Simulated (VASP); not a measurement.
# SnTe (Fm-3m) in VASP: further runs

The runs below take SnTe through relaxation of cell and atoms, with PBE.

Program: VASP 6.6.1. These are calculated values, not measurements. Logs are shortened: lines on timing, memory, paths and dates and some standing lists are left out, and cuts for length are marked.

## (1) Starting point

It takes space group Fm-3m (No. 225, cubic). The conventional cell has a = 6.302 Å, b = 6.302 Å, c = 6.302 Å, α = 90.00°, β = 90.00°, γ = 90.00°. Sn (site symmetry m-3m) is surrounded by 6 Te at 3.15 Å. Te (site symmetry m-3m) has 6 Sn at 3.15 Å as nearest neighbours.

## (2) Relaxation of cell and atoms, PBE

File INCAR:

```
SYSTEM = SnTe
  ALGO = Normal
  EDIFF = 1E-7
  EDIFFG = -0.002
  ENCUT = 520
  GGA = PE
  IBRION = 2
  ISIF = 3
  ISMEAR = 0
  LASPH = .True.
  LCHARG = .False.
  LREAL = .False.
  LWAVE = .False.
  NELM = 100
  NSW = 80
  PREC = Accurate
  SIGMA = 0.02
```

File KPOINTS:

```
k-points
0
Gamma
  12 12 12
  0 0 0
```

File POSCAR:

```
SnTe
1.0
    0.0000000000      3.1508500000      3.1508500000
    3.1508500000      0.0000000000      3.1508500000
    3.1508500000      3.1508500000      0.0000000000
Sn Te
1 1
Direct
    0.0000000000      0.0000000000      0.0000000000
    0.5000000000      0.5000000000      0.5000000000
```

Potentials or basis: VASP PAW PBE potentials, release 64 (Sn_d, Te).

Launch:

```sh
> cat potpaw_PBE.64/Sn_d/POTCAR potpaw_PBE.64/Te/POTCAR > POTCAR
> mpirun -np 1 vasp_std > vasp.out
```

OUTCAR:

```text
SYSTEM = SnTe
   EDIFF = 1E-7
   EDIFFG = -0.002
   ENCUT = 520
   GGA = PE
   IBRION = 2
   ISIF = 3
   ISMEAR = 0
   LASPH = .True.
   LREAL = .False.
   NELM = 100
   NSW = 80
   PREC = Accurate

 ion  position               nearest neighbor table
   1  0.000  0.000  0.000-   2 3.15   2 3.15   2 3.15   2 3.15   2 3.15   2 3.15
   2  0.500  0.500  0.500-   1 3.15   1 3.15   1 3.15   1 3.15   1 3.15   1 3.15

  LATTYP: Found a face centered cubic cell.
 ALAT       =     6.3017000000

  Lattice vectors:

 A1 = (   0.0000000000,   3.1508500000,   3.1508500000)
 A2 = (   3.1508500000,   0.0000000000,   3.1508500000)
 A3 = (   3.1508500000,   3.1508500000,   0.0000000000)

Analysis of symmetry for initial positions (statically):
=====================================================================
 Subroutine PRICEL returns:
 Original cell was already a primitive cell.

 Routine SETGRP: Setting up the symmetry group for a
 face centered cubic supercell.

 Subroutine GETGRP returns: Found 48 space group operations
 (whereof 48 operations were pure point group operations)
 out of a pool of 48 trial point group operations.

The static configuration has the point symmetry O_h .

Analysis of symmetry for dynamics (positions and initial velocities):
=====================================================================
 Subroutine PRICEL returns:
 Original cell was already a primitive cell.

 Routine SETGRP: Setting up the symmetry group for a
 face centered cubic supercell.

 Subroutine GETGRP returns: Found 48 space group operations
 (whereof 48 operations were pure point group operations)
 out of a pool of 48 trial point group operations.

The dynamic configuration has the point symmetry O_h .

 Subroutine INISYM returns: Found 48 space group operations
 (whereof 48 operations are pure point group operations),
 and found     1 'primitive' translations

----------------------------------------------------------------------------------------

                                     Primitive cell

  volume of cell :      62.5624

  direct lattice vectors                    reciprocal lattice vectors
     0.000000000  3.150850000  3.150850000    -0.158687338  0.158687338  0.158687338
     3.150850000  0.000000000  3.150850000     0.158687338 -0.158687338  0.158687338
     3.150850000  3.150850000  0.000000000     0.158687338  0.158687338 -0.158687338

  length of vectors
     4.455974803  4.455974803  4.455974803     0.274854533  0.274854533  0.274854533

  position of ions in fractional coordinates (direct lattice)
     0.000000000  0.000000000  0.000000000
     0.500000000  0.500000000  0.500000000

  ion indices of the primitive-cell ions
   primitive index   ion index
                 1           1
                 2           2

----------------------------------------------------------------------------------------

 KPOINTS: k-points

Automatic generation of k-mesh.
 Grid dimensions read from file:
 generate k-points for:   12   12   12

 Generating k-lattice:

  Cartesian coordinates                     Fractional coordinates (reciprocal lattice)
    -0.013223945  0.013223945  0.013223945     0.083333333  0.000000000  0.000000000
     0.013223945 -0.013223945  0.013223945     0.000000000  0.083333333  0.000000000
     0.013223945  0.013223945 -0.013223945     0.000000000  0.000000000  0.083333333

  Length of vectors
     0.022904544  0.022904544  0.022904544

  Shift w.r.t. Gamma in fractional coordinates (k-lattice)
     0.000000000  0.000000000  0.000000000

 Subroutine IBZKPT returns following result:
 ===========================================

 Found     72 irreducible k-points:

 Following reciprocal coordinates:
            Coordinates               Weight
  0.000000  0.000000  0.000000      1.000000
  0.083333  0.000000  0.000000      8.000000
  0.166667  0.000000  0.000000      8.000000
  0.250000  0.000000  0.000000      8.000000
  0.333333  0.000000  0.000000      8.000000
  0.416667  0.000000  0.000000      8.000000
[... 16 lines left out ...]
  0.500000  0.166667  0.000000     24.000000
 -0.416667  0.166667  0.000000     24.000000
 [... further k-points ...]
   k-points           NKPTS =     72   k-points in BZ     NKDIM =     72   number of bands    NBANDS=     14
   number of dos      NEDOS =    301   number of ions     NIONS =      2
   total plane-waves  NPLWV =  46656
   dimension x,y,z NGX =    36 NGY =   36 NGZ =   36
   dimension x,y,z NGXF=    72 NGYF=   72 NGZF=   72
   ions per type =               1   1
   NGX,Y,Z   is equivalent  to a cutoff of  13.43, 13.43, 13.43 a.u.
   NGXF,Y,Z  is equivalent  to a cutoff of  26.86, 26.86, 26.86 a.u.
 SYSTEM =  SnTe
   PREC   = accura    normal or accurate (medium, high low for compatibility)
   ISTART =      0    job   : 0-new  1-cont  2-samecut
   ICHARG =      2    charge: 1-file 2-atom 10-const
   ISPIN  =      1    spin polarized calculation?
   LNONCOLLINEAR =      F non collinear calculations
   LSORBIT =      F    spin-orbit coupling
   LASPH  =      T    aspherical Exc in radial PAW
   ENCUT  =  520.0 eV  38.22 Ry    6.18 a.u.   8.29  8.29  8.29*2*pi/ulx,y,z
   NELM   =    100;   NELMIN=  2; NELMDL= -5     # of ELM steps
   EDIFF  = 0.1E-06   stopping-criterion for ELM
   LREAL  =      F    real-space projection
   EDIFFG = -.2E-02   stopping-criterion for IOM
   NSW    =     80    number of steps for IOM
   IBRION =      2    ionic relax: 0-MD 1-quasi-New 2-CG
   NFREE  =      1    steps in history (QN), initial steepest desc. (CG)
   ISIF   =      3    stress and relaxation
   ISYM   =      2    0-nonsym 1-usesym 2-fastsym
   POTIM  = 0.5000    time-step for ionic-motion
   TEBEG  =    0.0;   TEEND  =   0.0 temperature during run
   PSTRESS=    0.0 pullay stress
   NELECT =      20.0000    total number of electrons
   NUPDOWN=      -1.0000    fix difference up-down
   EMIN   =  10.00;   EMAX   =-10.00  energy-range for DOS
   EFERMI =   0.00;   METHOD = LEGACY
   ISMEAR =     0;   SIGMA  =   0.02  broadening in eV -4-tet -1-fermi 0-gaus
   EFERMI_NEDOS =   21; number of points for ismear=-14 and -15
   IALGO  =     38    algorithm
   IMIX   =      4    mixing-type and parameters
     AMIX     =   0.40;   BMIX     =  1.00
     AMIX_MAG =   1.60;   BMIX_MAG =  1.00
  volume/ion in A,a.u.               =      31.28       211.10
  Fermi-wavevector in a.u.,A,eV,Ry     =   1.119387  2.115336 17.048485  1.253028
  Thomas-Fermi vector in A             =   2.256026
   LORBIT       =      0    0 simple, 1 ext, 2 COOP (PROOUT), +10 PAW based schemes
   GGA     = PE    functional components
   LHFCALC =     F    Hartree Fock is set to
   AEXX    =    0.0000 exact exchange contribution
   IVDW    =     0    specifies the selected vdW correction
   LEPSILON=     F    determine dielectric tensor
   LRPA    =     F    only Hartree local field effects (RPA)
 conjugate gradient relaxation of ions
 non-spin polarized calculation
 Gauss-broadening in eV      SIGMA  =   0.02
  energy-cutoff  :      520.00
  volume of cell :       62.56
 maximum number of plane-waves:      1708
 NGX is ok and might be reduce to    36
   NGX = 17   NGY = 17   NGZ = 17

--------------------------------------- Ionic step        1  -------------------------------------------

 number of electron      19.9999998 magnetization

 Free energy of the ion-electron system (eV)
  ---------------------------------------------------
  ext. energy  EPLUGINS =         0.00000000
  ---------------------------------------------------
  free energy    TOTEN  =        -7.54295486 eV

  energy without entropy =       -7.54295469  energy(sigma->0) =       -7.54295478

------------------------ aborting loop because EDIFF is reached ----------------------------------------

  FORCE on cell =-STRESS in cart. coord.  units (eV):
  Direction    XX          YY          ZZ          XY          YZ          ZX
  --------------------------------------------------------------------------------------
  -------------------------------------------------------------------------------------
  Total        0.8871418      0.8871418      0.8871418      0.0000000      0.0000000      0.0000000
  in kB       22.7190633     22.7190633     22.7190633      0.0000000      0.0000000      0.0000000
  external PRESSURE =      22.7190633 kB  Pullay stress =       0.0000000 kB
[... 57 lines left out ...]
  energy  without entropy=       -7.5634464495  energy(sigma->0) =       -7.56344672

--------------------------------------- Ionic step        3  -------------------------------------------

 number of electron      20.0000005 magnetization

 Free energy of the ion-electron system (eV)
  ---------------------------------------------------
  ext. energy  EPLUGINS =         0.00000000
  ---------------------------------------------------
  free energy    TOTEN  =        -7.56481992 eV

  energy without entropy =       -7.56480865  energy(sigma->0) =       -7.56481428

 E-fermi :   6.3616     XC(G=0):  -9.2686

 val. band max:        6.3368298399   @ k =   0.5000   0.0000   0.0000
 cond. band min:       6.3863579888   @ k =   0.5000   0.0000   0.0000
 fundamental gap:      0.0495281489
 Fermi energy:         6.3615939133

 k-point     1 :       0.0000    0.0000    0.0000
  band No.  band energies     occupation
      1     -15.5456      2.00000
      2     -15.5456      2.00000
      3     -15.5426      2.00000
      4     -15.5426      2.00000
      5     -15.5426      2.00000
      6      -6.0979      2.00000
      7       1.4727      2.00000
      8       4.3336      2.00000
      9       4.3336      2.00000
     10       4.3336      2.00000
     11       9.5832      0.00000
     12       9.5832      0.00000
     13       9.5832      0.00000
     14      11.1831      0.00000
[... 375 lines left out ...]
 k-point    24 :      -0.4167    0.1667    0.0000
  band No.  band energies     occupation
      1     -15.5510      2.00000
      2     -15.5483      2.00000
      3     -15.5404      2.00000
      4     -15.5377      2.00000
      5     -15.5367      2.00000
      6      -4.8530      2.00000
      7      -1.5116      2.00000
      8       3.0457      2.00000
      9       4.2002      2.00000
     10       5.0255      2.00000
     11       7.4880      0.00000
     12       7.5482      0.00000
     13       9.3039      0.00000
     14      12.8677      0.00000

 [... further k-points ...]

------------------------ aborting loop because EDIFF is reached ----------------------------------------

  FORCE on cell =-STRESS in cart. coord.  units (eV):
  Direction    XX          YY          ZZ          XY          YZ          ZX
  --------------------------------------------------------------------------------------
  -------------------------------------------------------------------------------------
  Total        0.0029231      0.0029231      0.0029231      0.0000000     -0.0000000      0.0000000
  in kB        0.0711826      0.0711826      0.0711826      0.0000000     -0.0000000      0.0000000
  external PRESSURE =       0.0711826 kB  Pullay stress =       0.0000000 kB
[... 17 lines left out ...]
  FREE ENERGIE OF THE ION-ELECTRON SYSTEM (eV)
  ---------------------------------------------------
  free  energy   TOTEN  =        -7.5648199214 eV

  energy  without entropy=       -7.5648086452  energy(sigma->0) =       -7.56481428

 reached required accuracy - stopping structural energy minimisation
```

It took 2.2 min on 1 thread of Intel Xeon Platinum 8488C (Sapphire Rapids), shared host; peak memory 0.26 GiB.

What came out:

```yaml
Free_energy: -7.5648 eV
Relaxed_volume: 32.90 Å³/atom
Relaxed_cell: a = 4.531 Å, b = 4.531 Å, c = 4.531 Å, α = 60.00°, β = 60.00°, γ = 60.00°
Space_group_after_relaxing_to_0.05_Å: Fm-3m (No. 225)
Energy_gained_by_relaxing: 10.9 meV/atom
Ionic_steps: 3
Pressure_after_relaxing: 0.0 GPa
Band_gap_on_the_k_mesh: 0.05 eV, direct
```

The path:
| step | energy change (eV) | largest force (eV/Å) | pressure (GPa) | volume (Å³) |
| --- | --- | --- | --- | --- |
| 1 | 0.0000 | 0.0000 | 2.27 | 62.56 |
| 2 | -0.0205 | 0.0000 | -0.51 | 66.67 |
| 3 | -0.0219 | 0.0000 | 0.01 | 65.79 |

Final structure:
```
Sn Te
1.0
     0.00000    3.20419    3.20419
     3.20419    0.00000    3.20419
     3.20419    3.20419    0.00000
Sn Te
1 1
Direct
  0.00000 0.00000 0.00000
  0.50000 0.50000 0.50000
```

Levels at points of the mesh, in eV from the valence-band top:
```tsv
k point	band 6	band 7	band 8	band 9	band 10	band 11	band 12	band 13	band 14
(0.00, 0.00, 0.00)	-12.43	-4.86	-2.00	-2.00	-2.00	3.25	3.25	3.25	4.85
(0.50, 0.00, 0.00)	-11.28	-8.07	-1.68	-1.68	0.00	0.05	0.45	0.45	7.67
(0.50, 0.50, 0.00)	-11.02	-6.43	-5.22	-3.50	-3.50	2.38	4.69	4.69	6.02
```

Caveat: spin-orbit coupling is left out, which moves the levels of the heavy elements. Zero-point motion and thermal expansion aren't in these numbers.

## (3) Relaxation of cell and atoms, PBE

This run uses another cell than the first one, of 32.90 Å³/atom, 1.052 times its volume.

INCAR is that of step 2.

KPOINTS is that of step 2.

File POSCAR:

```
SnTe                                    
1.0
    0.0000000000      3.2041864529      3.2041864529
    3.2041864529      0.0000000000      3.2041864529
    3.2041864529      3.2041864529     -0.0000000000
  Sn              Te            
     1     1
Direct
     0.0000000000000000    0.0000000000000000    0.0000000000000000
     0.5000000000000000    0.5000000000000000    0.5000000000000000
```

Potentials or basis: VASP PAW PBE potentials, release 64 (Sn_d, Te).

Launch:

```sh
> cat potpaw_PBE.64/Sn_d/POTCAR potpaw_PBE.64/Te/POTCAR > POTCAR
> mpirun -np 1 vasp_std > vasp.out
```

Run time: 78 s. Hardware: 1 thread of Intel Xeon Platinum 8488C (Sapphire Rapids), shared host; peak memory 0.26 GiB.

It converged, with:

```
Free energy                            : -7.5654 eV
Relaxed volume                         : 32.91 Å³/atom
Relaxed cell                           : a = 4.532 Å, b = 4.532 Å, c = 4.532 Å, α = 60.00°, β = 60.00°, γ = 60.00°
Space group after relaxing (to 0.05 Å) : Fm-3m (No. 225)
Energy gained by relaxing              : 0.0 meV/atom
Ionic steps                            : 2
Pressure after relaxing                : 0.0 GPa
Band gap on the k mesh                 : 0.05 eV, direct
```

Final structure:
```yaml
crystal:
  lattice:
    - [0.00000, 3.20456, 3.20456]
    - [3.20456, 0.00000, 3.20456]
    - [3.20456, 3.20456, 0.00000]
  atoms:
    - { symbol: Sn, position: [0.00000, 0.00000, 0.00000] }
    - { symbol: Te, position: [0.50000, 0.50000, 0.50000] }
```

Levels at points of the mesh, in eV from the valence-band top:
```
           k point  band 6  band 7  band 8  band 9  band 10  band 11  band 12  band 13  band 14
(0.00, 0.00, 0.00)  -12.43   -4.86   -2.00   -2.00    -2.00     3.25     3.25     3.25     4.85
(0.50, 0.00, 0.00)  -11.28   -8.07   -1.68   -1.68     0.00     0.05     0.45     0.45     7.67
(0.50, 0.50, 0.00)  -11.02   -6.43   -5.22   -3.49    -3.49     2.38     4.69     4.69     6.02
```

Caveat: spin-orbit coupling is left out, which moves the levels of the heavy elements. A k mesh can miss the band edges.
